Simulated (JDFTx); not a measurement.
## Li under changes of volume

One of the cells (21.609 Å³/atom); the others are scaled copies at fixed shape and fractional positions:

```
CELL_PARAMETERS angstrom
-1.75465 1.75465 1.75465
1.75465 -1.75465 1.75465
1.75465 1.75465 -1.75465
ATOMIC_POSITIONS crystal
Li 0.00000 0.00000 0.00000
```

```yaml
Program: JDFTx 1.7.0 (patched build)
Functional: PBE
Potentials_or_basis: PseudoDojo-SR-PBE-0.5-standard
Cutoff: 1007 eV
Density_cutoff: 4027 eV
k_mesh: 11 × 11 × 11
Occupations: fermi-dirac, width 0.05 eV
Spin: no spin polarisation
```

```csv
volume (Å³/atom),energy over the lowest point (meV/atom),pressure (GPa)
20.312,0.00,-0.1
20.744,0.47,-0.3
21.177,1.66,-0.6
21.609,3.51,-0.8
22.041,5.97,-1.0
22.473,8.97,-1.2
22.905,?,?
```

Task: What does the run at 22.905 Å³/atom give?

Result: Energy over the lowest point 12.48 meV/atom; pressure -1.4 GPa.

Worked out: A Birch-Murnaghan fit of order 3 (a polynomial in V^(-2/3)) to the other rows has its minimum at 20.27 Å³/atom, just outside them, with B0 = V·E''(V) = 13.9 GPa and B' = 3.3. It gives 12.48 meV/atom at 22.905 Å³/atom, against the run's 12.48, and -dE/dV = -1.4 GPa, against -1.4.

Energies are extrapolated to zero smearing.
